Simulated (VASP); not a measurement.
# KCl: forms and broadenings of the independent-particle spectrum

KCl, Fm-3m (no. 225), 2 atoms in the cell. PBE, independent-particle dielectric function; PAW potentials K_sv, Cl (PBE set).

## Input

INCAR.step1:
```
PREC = Accurate ; ENCUT = 300
ISMEAR = 0 ; SIGMA = 0.02
EDIFF = 1E-8 ; LASPH = T
KPAR = 4 ; LWAVE = F
LCHARG = F ; LEPSILON = T
```

INCAR.step2, as INCAR.step1 but for:
```
- LWAVE = F
- LEPSILON = T
+ LWAVE = T
+ NBANDS = 40
```

INCAR.step3:
```
PREC = Accurate ; ENCUT = 300
ISMEAR = 0 ; SIGMA = 0.02
EDIFF = 1E-7 ; LASPH = T
KPAR = 4 ; LWAVE = F
LCHARG = F ; LOPTICS = T
NBANDS = 40 ; NEDOS = 2000
CSHIFT = 0.1 ; ALGO = None
NELM = 1 ; ISTART = 1
```

INCAR.step4, as INCAR.step3 but for:
```
+ LNABLA = T
```

INCAR.step5, as INCAR.step4 but for:
```
- LNABLA = T
+ LPEAD = T
+ IPEAD = 1
```

INCAR.step6, as INCAR.step5 but for:
```
- IPEAD = 1
+ IPEAD = 2
```

INCAR.step7 changes the same tag again: IPEAD = 4.

INCAR.step8, as INCAR.step7 but for:
```
- CSHIFT = 0.1
- LPEAD = T
- IPEAD = 4
+ CSHIFT = 0.2
```

INCAR.step9, as INCAR.step8 but for:
```
- CSHIFT = 0.2
+ CSHIFT = 0.5
```

INCAR.step10 changes the same tag again: CSHIFT = 0.3.

INCAR.step11, as INCAR.step10 but for:
```
- ISMEAR = 0
- CSHIFT = 0.3
+ ISMEAR = -5
+ CSHIFT = 0.1
```

INCAR.step12, as INCAR.step11 but for:
```
- ISMEAR = -5
- SIGMA = 0.02
+ ISMEAR = 0
+ SIGMA = 0.2
```

INCAR.step13, as INCAR.step12 but for:
```
- SIGMA = 0.2
+ SIGMA = 0.02
+ OMEGAMAX = 12
```

INCAR.step14, as INCAR.step13 but for:
```
- OMEGAMAX = 12
+ OMEGAMAX = 60
```

KPOINTS:
```
k-points
0
Gamma
  12 12 12
```

POSCAR:
```
KCl
1.0
    0.0000000000      3.1464700000      3.1464700000
    3.1464700000      0.0000000000      3.1464700000
    3.1464700000      3.1464700000      0.0000000000
K Cl
1 1
Direct
    0.0000000000      0.0000000000      0.0000000000
    0.5000000000      0.5000000000      0.5000000000
```

Commands (each step's output is kept before the next begins):
```
cat potpaw_PBE.64/K_sv/POTCAR potpaw_PBE.64/Cl/POTCAR > POTCAR
cp INCAR.step1 INCAR
mpirun -np 4 vasp_std > vasp.out
rm WAVECAR CHG
cp INCAR.step2 INCAR
mpirun -np 4 vasp_std > vasp.out
cp INCAR.step3 INCAR
mpirun -np 4 vasp_std > vasp.out
cp INCAR.step4 INCAR
mpirun -np 4 vasp_std > vasp.out
cp INCAR.step5 INCAR
mpirun -np 4 vasp_std > vasp.out
cp INCAR.step6 INCAR
mpirun -np 4 vasp_std > vasp.out
cp INCAR.step7 INCAR
mpirun -np 4 vasp_std > vasp.out
cp INCAR.step8 INCAR
mpirun -np 4 vasp_std > vasp.out
cp INCAR.step9 INCAR
mpirun -np 4 vasp_std > vasp.out
cp INCAR.step10 INCAR
mpirun -np 4 vasp_std > vasp.out
cp INCAR.step11 INCAR
mpirun -np 4 vasp_std > vasp.out
cp INCAR.step12 INCAR
mpirun -np 4 vasp_std > vasp.out
cp INCAR.step13 INCAR
mpirun -np 4 vasp_std > vasp.out
cp INCAR.step14 INCAR
mpirun -np 4 vasp_std > vasp.out
```

## Result

- Direct gap on the mesh (eV): 5.19
- Gap on the mesh (eV): 5.19
- Bands: 40

One ground state, settings moved in the last step alone:

| Settings | ε at zero frequency | Mean energy of the absorption, weighted by Im ε (eV) | Time (s) |
|---|---|---|---|
| longitudinal form, CSHIFT 0.1 | 2.57 | 11.62 | 4 |
| transversal form (LNABLA) | 2.81 | 11.81 | 3 |
| finite differences (LPEAD), order 1 | 2.56 | 11.65 | 6 |
| finite differences (LPEAD), order 2 | 2.57 | 11.62 | 8 |
| finite differences (LPEAD), order 4 | 2.57 | 11.62 | 13 |
| CSHIFT 0.2 | 2.57 | 11.64 | 3 |
| CSHIFT 0.5 | 2.56 | 11.68 | 4 |
| CSHIFT 0.3 | 2.57 | 11.66 | 4 |
| tetrahedron method | 2.57 | 11.62 | 4 |
| SIGMA 0.2 | 2.57 | 11.62 | 5 |
| OMEGAMAX 12, which cuts the spectrum short | 2.04 | – | 3 |
| OMEGAMAX 60 | 2.57 | 11.62 | 3 |

The mean energy covers the spectrum up to 20 eV.

On the same mesh, density-functional perturbation theory with local fields gives ε = 2.32.

VASP 6.6.1 took 310 s on 4 cores (Intel Xeon Platinum 8259CL @ 2.50GHz (Skylake/Cascade Lake)), a shared host.
